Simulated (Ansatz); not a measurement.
The calculation used DFT PBE, scalar-relativistic, plane waves, PAW (Ansatz 0.2.0). Settings: cutoff 420 eV, Γ-centred meshes spaced at most about 0.3 Å⁻¹, and about 0.25 Å⁻¹ or finer for metals (2π included), Gaussian smearing. No spin polarisation.

These are static total energies at zero pressure.

Question: Order these relaxed structures of TaSi2 by energy, lowest first, with the energy over the lowest of them.
A.

Space group P6/mmm (No. 191). a = 4.408 Å, b = 4.408 Å, c = 2.649 Å, α = 90.00°, β = 90.00°, γ = 120.00°
```csv
atom,site,symmetry,x,y,z
Ta,1a,6/mmm,0.0000,0.0000,0.0000
Si,2d,-6m2,0.6667,0.3333,0.5000
```

B.

Space group I4_1/amd:1 (No. 141). a = 3.323 Å, b = 3.323 Å, c = 17.745 Å, α = 90.00°, β = 90.00°, γ = 90.00°
```json
{"atom": "Ta", "site": "4a", "symmetry": "-4m2", "x": "0.0000", "y": "0.0000", "z": "0.0000"}
{"atom": "Si", "site": "8e", "symmetry": "2mm.", "x": "0.0000", "y": "0.0000", "z": "0.4267"}
```

Answer: A (0 meV/atom), B (177 meV/atom). Counting Si atoms around Ta (those within 1.25 times the shortest such distance or 1.15 times the sum of covalent radii, 1.27 where that leaves under three): A has Ta 12; B has Ta 8. A and B both hold Si–Si bonds in all directions. Both come from invented guesses. The lowest form computed isn't among them: it has space group P6_422 (No. 181), 14.7 Å³/atom, is reached from a cell as deposited in COD and lies 0.50 eV/atom below the best shown.

These runs have no spin–orbit coupling, which can matter for Ta. Cells relaxed within their symmetry can be saddle points. Some candidate types were left out of the draw beforehand, so a known form may be missing.
